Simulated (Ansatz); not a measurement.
# Worked example: a bond strength in CHF3 (trifluoromethane)

CHF3: 5 atoms, total charge 0, spin state singlet. SMILES: `FC(F)F`. Geometry: optimised at r2SCAN/def2-SVP.

```xyz
5

F    -0.6711   -0.3321    1.0821
C     0.0190    0.0550    0.0067
F     1.0498   -0.7775   -0.1581
F    -0.7753   -0.0367   -1.0626
H     0.3775    1.0914    0.1320
```

Wanted: the dissociation energy of the C2–F1 bond into doublet CHF2 and doublet F (shapes relaxed at r2SCAN/def2-SVP, no zero-point term). 1 Eh = 2625.50 kJ/mol = 27.2114 eV. Totals in Eh; open shells run unrestricted unless said.

| level | program | CHF3 | doublet CHF2 | doublet F |
| --- | --- | --- | --- | --- |
| B3LYP/def2-TZVPP | Ansatz | -338.394008 | -238.425885 | -99.770147 |
| wB97M-V/def2-TZVPP | Ansatz | -338.309656 | -238.356713 | -99.745271 |
| MP2/def2-TZVPP, 4 core orbitals frozen | Ansatz | -337.832296 | -238.007936 | -99.609588 |

**Question.** Work out the dissociation energy at each level.

**Answer.** 
1. B3LYP/def2-TZVPP: (-238.425885) + (-99.770147) − (-338.394008) = 0.197976 Eh = 519.8 kJ/mol = 5.39 eV.
2. wB97M-V/def2-TZVPP: (-238.356713) + (-99.745271) − (-338.309656) = 0.207672 Eh = 545.2 kJ/mol = 5.65 eV.
3. MP2/def2-TZVPP: (-238.007936) + (-99.609588) − (-337.832296) = 0.214772 Eh = 563.9 kJ/mol = 5.84 eV.

The levels span 520 to 564 kJ/mol; no measured value is set beside them. A bond enthalpy at 298 K also holds the loss of zero-point energy and thermal terms.
